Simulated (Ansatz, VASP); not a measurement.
# One calculation of SrCl2, two programs

```
Sr Cl
1.0
     0.00000    3.49766    3.49766
     3.49766    0.00000    3.49766
     3.49766    3.49766    0.00000
Sr Cl
1 2
Cartesian
  0.0000 0.0000 0.0000
  5.2465 5.2465 5.2465
  1.7488 1.7488 1.7488
```

Alike in both runs: task single point; functional LDA; k mesh 6 × 6 × 6; no spin polarisation.

```csv
,VASP,Ansatz
version,VASP 6.6.1,Ansatz 0.2.0
potentials or method,"VASP PAW LDA potentials, release 64 (Sr_sv, Cl)","plane waves, PAW"
plane-wave cutoff (eV),520,420
occupations,"gaussian, width 0.01 eV",fixed
valence electrons in the cell,24,24
```

|  | VASP | Ansatz | Ansatz less VASP |
| --- | --- | --- | --- |
| gap on the k mesh at the Fermi level (eV) | 4.86 | 4.85 | -0.006 |
| pressure (GPa) | -3.0 | -3.1 | -0.11 |

A k mesh can miss the band edges.
